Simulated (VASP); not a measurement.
# BN (P6_3mc) in VASP: notebook

One crystal, BN, is run at these levels: PBEsol, r2SCAN, TB-mBJ; tasks: band structure.

All numbers are computed with VASP 6.6.1; they aren't measurements. Logs are shortened: lines on timing, memory, paths and dates and some standing lists are left out, and cuts for length are marked.

## (1) The structure

Symmetry: P6_3mc, No. 186, hexagonal system. Conventional cell: a = 2.542 Å, b = 2.542 Å, c = 4.204 Å, α = 90.00°, β = 90.00°, γ = 120.00°. Around B (site symmetry 3m) lie 4 N at 1.56 to 1.57 Å. Around N (site symmetry 3m) lie 4 B at 1.56 to 1.57 Å.

Measurements of this composition are mostly on another form, of space group No. 194.

## (2) Band structure, PBEsol

POSCAR

```
BN
1.0
    2.5416900000      0.0000000000      0.0000000000
   -1.2708500000      2.2011700000      0.0000000000
    0.0000000000      0.0000000000      4.2041500000
B N
2 2
Direct
    0.6666700000      0.3333300000      0.9997200000
    0.3333300000      0.6666700000      0.4997200000
    0.6666700000      0.3333300000      0.6252800000
    0.3333300000      0.6666700000      0.1252800000
```

INCAR.step1

```
SYSTEM = BN
PREC     = Accurate       ! precision mode
ENCUT    = 520            ! plane-wave cutoff, eV
EDIFF    = 1E-7           ! SCF threshold, eV
ISMEAR   = 0              ! smearing method
SIGMA    = 0.02           ! smearing width, eV
LREAL    = .FALSE.        ! projectors in reciprocal space
LASPH    = .TRUE.         ! aspherical terms in the spheres
NELM     = 80             ! most SCF steps
ALGO     = Normal         ! electronic algorithm
ISIF     = 2              ! what is computed and relaxed
LWAVE    = .FALSE.        ! write WAVECAR
LCHARG   = .TRUE.         ! write CHGCAR
GGA      = PS             ! functional
```

KPOINTS.step1

```
Automatic mesh
0
G
  12 12 6
  0 0 0
```

INCAR.step2

```
SYSTEM = BN
PREC     = Accurate       ! precision mode
ENCUT    = 520            ! plane-wave cutoff, eV
EDIFF    = 1E-7           ! SCF threshold, eV
ISMEAR   = 0              ! smearing method
SIGMA    = 0.05           ! smearing width, eV
LREAL    = .FALSE.        ! projectors in reciprocal space
LASPH    = .TRUE.         ! aspherical terms in the spheres
NELM     = 80             ! most SCF steps
ALGO     = Normal         ! electronic algorithm
ISIF     = 2              ! what is computed and relaxed
LWAVE    = .FALSE.        ! write WAVECAR
LCHARG   = .FALSE.        ! write CHGCAR
GGA      = PS             ! functional
ICHARG   = 11             ! starting density
```

KPOINTS.step2

```
path GMKGALHA,LM,KH
20
line-mode
reciprocal
 0.0000000000  0.0000000000  0.0000000000  G
 0.5000000000  0.0000000000  0.0000000000  M

 0.5000000000  0.0000000000  0.0000000000  M
 0.3333333333  0.3333333333  0.0000000000  K

 0.3333333333  0.3333333333  0.0000000000  K
 0.0000000000  0.0000000000  0.0000000000  G

 0.0000000000  0.0000000000  0.0000000000  G
 0.0000000000  0.0000000000  0.5000000000  A

 0.0000000000  0.0000000000  0.5000000000  A
 0.5000000000  0.0000000000  0.5000000000  L

 0.5000000000  0.0000000000  0.5000000000  L
 0.3333333333  0.3333333333  0.5000000000  H

 0.3333333333  0.3333333333  0.5000000000  H
 0.0000000000  0.0000000000  0.5000000000  A

 0.5000000000  0.0000000000  0.5000000000  L
 0.5000000000  0.0000000000  0.0000000000  M

 0.3333333333  0.3333333333  0.0000000000  K
 0.3333333333  0.3333333333  0.5000000000  H
```

Potentials or basis: VASP PAW PBE potentials, release 64 (B, N).

Launch:

```
$ cat potpaw_PBE.64/B/POTCAR potpaw_PBE.64/N/POTCAR > POTCAR
$ cp INCAR.step1 INCAR
$ cp KPOINTS.step1 KPOINTS
$ mpirun -np 1 vasp_std > vasp.out
$ cp INCAR.step2 INCAR
$ cp KPOINTS.step2 KPOINTS
$ mpirun -np 1 vasp_std > vasp.out
```

OUTCAR:

```text
SYSTEM = BN
   PREC = Accurate
   ENCUT = 520
   EDIFF = 1E-7
   ISMEAR = 0
   LREAL = .FALSE.
   LASPH = .TRUE.
   NELM = 80
   ISIF = 2
   GGA = PS
   ICHARG = 11

 ion  position               nearest neighbor table
   1  0.667  0.333  1.000-   4 1.56   4 1.56   4 1.56   3 1.57
   2  0.333  0.667  0.500-   3 1.56   3 1.56   3 1.56   4 1.57
   3  0.667  0.333  0.625-   2 1.56   2 1.56   2 1.56   1 1.57
   4  0.333  0.667  0.125-   1 1.56   1 1.56   1 1.56   2 1.57

  LATTYP: Found a hexagonal cell.
 ALAT       =     2.5416900000
 C/A-ratio  =     1.6540766183

  Lattice vectors:

 A1 = (   2.5416900000,   0.0000000000,   0.0000000000)
 A2 = (  -1.2708500000,   2.2011700000,   0.0000000000)
 A3 = (   0.0000000000,   0.0000000000,   4.2041500000)

Analysis of symmetry for initial positions (statically):
=====================================================================
 Subroutine PRICEL returns:
 Original cell was already a primitive cell.

 Routine SETGRP: Setting up the symmetry group for a
 hexagonal supercell.

 Subroutine GETGRP returns: Found  4 space group operations
 (whereof  2 operations were pure point group operations)
 out of a pool of 24 trial point group operations.

The static configuration has the point symmetry C_1h.
 The point group associated with its full space group is C_2v.

Analysis of symmetry for dynamics (positions and initial velocities):
=====================================================================
 Subroutine PRICEL returns:
 Original cell was already a primitive cell.

 Routine SETGRP: Setting up the symmetry group for a
 hexagonal supercell.

 Subroutine GETGRP returns: Found  4 space group operations
 (whereof  2 operations were pure point group operations)
 out of a pool of 24 trial point group operations.

The dynamic configuration has the point symmetry C_1h.
 The point group associated with its full space group is C_2v.

 Subroutine INISYM returns: Found  4 space group operations
 (whereof  2 operations are pure point group operations),
 and found     1 'primitive' translations

----------------------------------------------------------------------------------------

                                     Primitive cell

  volume of cell :      23.5209

  direct lattice vectors                    reciprocal lattice vectors
     2.541690000  0.000000000  0.000000000     0.393439011  0.227152817  0.000000000
    -1.270850000  2.201170000  0.000000000     0.000000000  0.454303847  0.000000000
     0.000000000  0.000000000  4.204150000     0.000000000  0.000000000  0.237860210

  length of vectors
     2.541690000  2.541694138  4.204150000     0.454304587  0.454303847  0.237860210

  position of ions in fractional coordinates (direct lattice)
     0.666670000  0.333330000  0.999720000
     0.333330000  0.666670000  0.499720000
     0.666670000  0.333330000  0.625280000
     0.333330000  0.666670000  0.125280000

  ion indices of the primitive-cell ions
   primitive index   ion index
                 1           1
                 2           2
                 3           3
                 4           4

----------------------------------------------------------------------------------------

 KPOINTS: path GMKGALHA,LM,KH

Interpolating k-points between supplied coordinates.

 Line segments in fractional coordinates (reciprocal lattice):
    0.000000  0.000000  0.000000  ...  0.500000  0.000000  0.000000
    0.500000  0.000000  0.000000  ...  0.333333  0.333333  0.000000
    0.333333  0.333333  0.000000  ...  0.000000  0.000000  0.000000
    0.000000  0.000000  0.000000  ...  0.000000  0.000000  0.500000
    0.000000  0.000000  0.500000  ...  0.500000  0.000000  0.500000
    0.500000  0.000000  0.500000  ...  0.333333  0.333333  0.500000
    0.333333  0.333333  0.500000  ...  0.000000  0.000000  0.500000
    0.500000  0.000000  0.500000  ...  0.500000  0.000000  0.000000
    0.333333  0.333333  0.000000  ...  0.333333  0.333333  0.500000

 Generated    20 points on each line segment, for a total of    180 k-points:

 Following reciprocal coordinates:
            Coordinates               Weight
  0.000000  0.000000  0.000000      0.005556
  0.026316  0.000000  0.000000      0.005556
  0.052632  0.000000  0.000000      0.005556
  0.078947  0.000000  0.000000      0.005556
  0.105263  0.000000  0.000000      0.005556
  0.131579  0.000000  0.000000      0.005556
[... 16 lines left out ...]
  0.482456  0.035088  0.000000      0.005556
  0.473684  0.052632  0.000000      0.005556
 [... further k-points ...]
   k-points           NKPTS =    180   k-points in BZ     NKDIM =    180   number of bands    NBANDS=     12
   number of dos      NEDOS =    301   number of ions     NIONS =      4
   total plane-waves  NPLWV =  12800
   dimension x,y,z NGX =    20 NGY =   20 NGZ =   32
   dimension x,y,z NGXF=    40 NGYF=   40 NGZF=   64
   ions per type =               2   2
   NGX,Y,Z   is equivalent  to a cutoff of  13.08, 13.08, 12.65 a.u.
   NGXF,Y,Z  is equivalent  to a cutoff of  26.16, 26.16, 25.31 a.u.
 SYSTEM =  BN
   PREC   = accura    normal or accurate (medium, high low for compatibility)
   ISTART =      0    job   : 0-new  1-cont  2-samecut
   ICHARG =     11    charge: 1-file 2-atom 10-const
   ISPIN  =      1    spin polarized calculation?
   LNONCOLLINEAR =      F non collinear calculations
   LSORBIT =      F    spin-orbit coupling
   LASPH  =      T    aspherical Exc in radial PAW
   ENCUT  =  520.0 eV  38.22 Ry    6.18 a.u.   4.73  4.73  7.82*2*pi/ulx,y,z
   NELM   =     80;   NELMIN=  2; NELMDL=  0     # of ELM steps
   EDIFF  = 0.1E-06   stopping-criterion for ELM
   LREAL  =      F    real-space projection
   EDIFFG = 0.1E-05   stopping-criterion for IOM
   NSW    =      0    number of steps for IOM
   IBRION =     -1    ionic relax: 0-MD 1-quasi-New 2-CG
   NFREE  =      0    steps in history (QN), initial steepest desc. (CG)
   ISIF   =      2    stress and relaxation
   ISYM   =      2    0-nonsym 1-usesym 2-fastsym
   POTIM  = 0.5000    time-step for ionic-motion
   TEBEG  =    0.0;   TEEND  =   0.0 temperature during run
   PSTRESS=    0.0 pullay stress
   NELECT =      16.0000    total number of electrons
   NUPDOWN=      -1.0000    fix difference up-down
   EMIN   =  10.00;   EMAX   =-10.00  energy-range for DOS
   EFERMI =   0.00;   METHOD = LEGACY
   ISMEAR =     0;   SIGMA  =   0.05  broadening in eV -4-tet -1-fermi 0-gaus
   EFERMI_NEDOS =   21; number of points for ismear=-14 and -15
   IALGO  =     38    algorithm
   IMIX   =      4    mixing-type and parameters
     AMIX     =   0.40;   BMIX     =  1.00
     AMIX_MAG =   1.60;   BMIX_MAG =  1.00
  volume/ion in A,a.u.               =       5.88        39.68
  Fermi-wavevector in a.u.,A,eV,Ry     =   1.439782  2.720793 28.204494  2.072972
  Thomas-Fermi vector in A             =   2.558599
   LORBIT       =      0    0 simple, 1 ext, 2 COOP (PROOUT), +10 PAW based schemes
   GGA     = PS    functional components
   LHFCALC =     F    Hartree Fock is set to
   AEXX    =    0.0000 exact exchange contribution
   IVDW    =     0    specifies the selected vdW correction
   LEPSILON=     F    determine dielectric tensor
   LRPA    =     F    only Hartree local field effects (RPA)
 non-spin polarized calculation
 Gauss-broadening in eV      SIGMA  =   0.05
  energy-cutoff  :      520.00
  volume of cell :       23.52
 maximum number of plane-waves:       652
 NGX is ok and might be reduce to    20

 number of electron      15.9999999 magnetization

 Free energy of the ion-electron system (eV)
  ---------------------------------------------------
  ext. energy  EPLUGINS =         0.00000000
  ---------------------------------------------------
  free energy    TOTEN  =       -34.99387885 eV

  energy without entropy =      -34.99387885  energy(sigma->0) =      -34.99387885

 E-fermi :   7.8247     XC(G=0): -13.0288

 val. band max:        7.5804071180   @ k =   0.0000   0.0000   0.0000
 cond. band min:      12.5263800170   @ k =   0.3333   0.3333   0.0000
 fundamental gap:      4.9459728990
 Fermi energy:         7.8246905076

 k-point     1 :       0.0000    0.0000    0.0000
  band No.  band energies     occupation
      1     -12.9054      2.00000
      2      -8.6798      2.00000
      3      -3.4788      2.00000
      4       5.4332      2.00000
      5       5.4337      2.00000
      6       7.2967      2.00000
      7       7.5800      2.00000
      8       7.5804      2.00000
      9      15.9047      0.00000
     10      15.9052      0.00000
     11      16.1485      0.00000
     12      17.1137      0.00000

 k-point     2 :       0.0263    0.0000    0.0000
  band No.  band energies     occupation
      1     -12.8901      2.00000
      2      -8.6680      2.00000
      3      -3.4638      2.00000
      4       5.3592      2.00000
      5       5.4029      2.00000
      6       7.2810      2.00000
      7       7.5201      2.00000
      8       7.5643      2.00000
      9      15.8635      0.00000
     10      15.9370      0.00000
     11      16.1920      0.00000
     12      17.1630      0.00000

 k-point     3 :       0.0526    0.0000    0.0000
  band No.  band energies     occupation
      1     -12.8444      2.00000
      2      -8.6326      2.00000
      3      -3.4185      2.00000
      4       5.1429      2.00000
      5       5.3136      2.00000
      6       7.2330      2.00000
      7       7.3455      2.00000
      8       7.5164      2.00000
      9      15.7734      0.00000
     10      16.0315      0.00000
     11      16.2841      0.00000
     12      17.3119      0.00000
[... 286 lines left out ...]
 k-point    23 :       0.4825    0.0351    0.0000
  band No.  band energies     occupation
      1      -8.7242      2.00000
      2      -7.4523      2.00000
      3      -1.9896      2.00000
      4      -0.2738      2.00000
      5       0.6119      2.00000
      6       2.4431      2.00000
      7       3.0664      2.00000
      8       5.3646      2.00000
      9      14.2963      0.00000
     10      15.3030      0.00000
     11      18.0838      0.00000
     12      19.2281      0.00000

 k-point    24 :       0.4737    0.0526    0.0000
  band No.  band energies     occupation
      1      -8.7044      2.00000
      2      -7.4409      2.00000
      3      -1.9744      2.00000
      4      -0.2540      2.00000
      5       0.6330      2.00000
      6       2.3323      2.00000
      7       3.0598      2.00000
      8       5.2635      2.00000
      9      14.4695      0.00000
     10      15.1816      0.00000
     11      18.0942      0.00000
     12      19.4443      0.00000

 [... further k-points ...]

------------------------ aborting loop because EDIFF is reached ----------------------------------------

  FORCE on cell =-STRESS in cart. coord.  units (eV):
  Direction    XX          YY          ZZ          XY          YZ          ZX
  --------------------------------------------------------------------------------------
  -------------------------------------------------------------------------------------
  Total        2.8982576      3.9495420      2.1350736      0.9104213      0.0000000      0.0000000
  in kB      197.4209296    269.0313842    145.4350444     62.0152706      0.0000000      0.0000000
  external PRESSURE =     203.9624527 kB  Pullay stress =       0.0000000 kB

 VOLUME and BASIS-vectors are now :
 -----------------------------------------------------------------------------
  energy-cutoff  :      520.00
  volume of cell :       23.52
      direct lattice vectors                 reciprocal lattice vectors
     2.541690000  0.000000000  0.000000000     0.393439011  0.227152817  0.000000000
    -1.270850000  2.201170000  0.000000000     0.000000000  0.454303847  0.000000000
     0.000000000  0.000000000  4.204150000     0.000000000  0.000000000  0.237860210

 POSITION                                       TOTAL-FORCE (eV/Angst)
 -----------------------------------------------------------------------------------
      1.27086      0.73372      4.20297        -0.260560      0.150434      0.106040
     -0.00002      1.46745      2.10090         0.260560     -0.150434      0.106040
      1.27086      0.73372      2.62877        -0.232615      0.134300     -0.106040
     -0.00002      1.46745      0.52670         0.232615     -0.134300     -0.106040
 -----------------------------------------------------------------------------------
    total drift:                                0.000000      0.000000      0.048763

  FREE ENERGIE OF THE ION-ELECTRON SYSTEM (eV)
  ---------------------------------------------------
  free  energy   TOTEN  =       -34.9938788516 eV

  energy  without entropy=      -34.9938788516  energy(sigma->0) =      -34.99387885
```

Wall time 30 s (1 thread of Intel Xeon 6975P-C (Granite Rapids), shared host); peak memory 0.16 GiB.

What came out:

| Quantity | Value |
| --- | --- |
| Band gap on the k mesh | 4.95 eV, indirect (least direct gap 8.22 eV) |
| Band gap along the path | 4.95 eV, indirect (least direct gap 8.20 eV) |

Levels at the corners of the path, in eV from the valence-band top:
```csv
point,band 4,band 5,band 6,band 7,band 8,band 9,band 10,band 11,band 12
Γ,-2.15,-2.15,-0.28,0.00,0.00,8.32,8.32,8.57,9.53
M,-7.87,-6.99,-5.05,-4.51,-2.13,6.57,7.82,10.54,11.42
M,-7.87,-6.99,-5.05,-4.51,-2.13,6.57,7.82,10.54,11.42
K,-7.25,-7.25,-5.53,-5.49,-5.49,4.95,13.50,13.50,13.72
K,-7.25,-7.25,-5.53,-5.49,-5.49,4.95,13.50,13.50,13.72
Γ,-2.15,-2.15,-0.28,0.00,0.00,8.32,8.32,8.57,9.53
Γ,-2.15,-2.15,-0.28,0.00,0.00,8.32,8.32,8.57,9.53
A,-5.78,-1.19,-1.19,-1.19,-1.19,9.47,9.47,9.89,9.89
A,-5.78,-1.19,-1.19,-1.19,-1.19,9.47,9.47,9.89,9.89
L,-10.13,-3.81,-3.81,-3.61,-3.61,6.46,6.46,9.96,9.96
L,-10.13,-3.81,-3.81,-3.61,-3.61,6.46,6.46,9.96,9.96
H,-8.91,-7.87,-7.87,-3.07,-3.07,9.28,9.28,10.02,10.02
H,-8.91,-7.87,-7.87,-3.07,-3.07,9.28,9.28,10.02,10.02
A,-5.78,-1.19,-1.19,-1.19,-1.19,9.47,9.47,9.89,9.89
L,-10.13,-3.81,-3.81,-3.61,-3.61,6.46,6.46,9.96,9.96
M,-7.87,-6.99,-5.05,-4.51,-2.13,6.57,7.82,10.54,11.42
K,-7.25,-7.25,-5.53,-5.49,-5.49,4.95,13.50,13.50,13.72
H,-8.91,-7.87,-7.87,-3.07,-3.07,9.28,9.28,10.02,10.02
```

Caveat: the log is that of the step along the path at fixed density, whose energy, stress, charges and moments have no meaning; the PAW data sets were made with another functional, which shifts forces and pressure a little.

(Part 1 of 2 ends here.)
